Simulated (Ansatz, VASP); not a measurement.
# ZnS in VASP and in Ansatz

Contents of INCAR:

```
SYSTEM = ZnS
PREC = Accurate
ENCUT = 520
EDIFF = 1E-7
ISMEAR = -1
SIGMA = 0.08
LREAL = .FALSE.
LASPH = .TRUE.
NELM = 100
ALGO = Normal
ISIF = 2
LWAVE = .FALSE.
LCHARG = .FALSE.
GGA = PE
NBANDS = 16
```

Contents of KPOINTS:

```
regular mesh
0
G
  14 14 14
  0 0 0
```

File POSCAR:

```
ZnS
1.0
    0.0000000000      2.3688444887      2.3688444887
    2.3688444887      0.0000000000      2.3688444887
    2.3688444887      2.3688444887      0.0000000000
Zn S
1 1
Direct
    0.0000000000      0.0000000000      0.0000000000
    0.5000000000      0.5000000000      0.5000000000
```

Input for Ansatz:

```yaml
crystal:
  lattice:
    - [0.0, 2.3688444887, 2.3688444887]
    - [2.3688444887, 0.0, 2.3688444887]
    - [2.3688444887, 2.3688444887, 0.0]
  atoms:
    - { symbol: Zn, position: [0.0, 0.0, 0.0] }
    - { symbol: S, position: [0.5, 0.5, 0.5] }
kpoints:
  mp_grid: { grid: [14, 14, 14] }
scf:
  occupations: { method: fermi_dirac, width: 0.08 }
hamiltonian:
  xc: pbe
  pseudopotentials: { kind: all_electron, lapw: { basis_error: 0.001 } }
output:
  forces: true
  stress: true
  eigenvalues: true
  populations: true
```

Change from the starting cell: volume scaled by 0.8, LAPW.

Alike in both runs: task single point; functional PBE; k mesh 14 × 14 × 14; occupations fermi-dirac, width 0.08 eV; no spin polarisation.

```csv
,VASP,Ansatz
version,VASP 6.6.1,Ansatz 0.2.0
potentials or method,"VASP PAW PBE potentials, release 64 (Zn, S)","all-electron LAPW, scalar-relativistic"
plane-wave cutoff (eV),520,see its input
```

VASP gave:

| Item | Value |
| --- | --- |
| pressure (GPa) | 32.2 |

Question: Which values does Ansatz return?

Answer: Pressure (GPa): 31.7.

Ansatz ran all-electron here, so the differences hold the error of VASP's frozen core and of both bases.

Caveats: so large a pressure means that the cell lies far from this level's equilibrium, or that cutoff or potentials fall short (VASP).
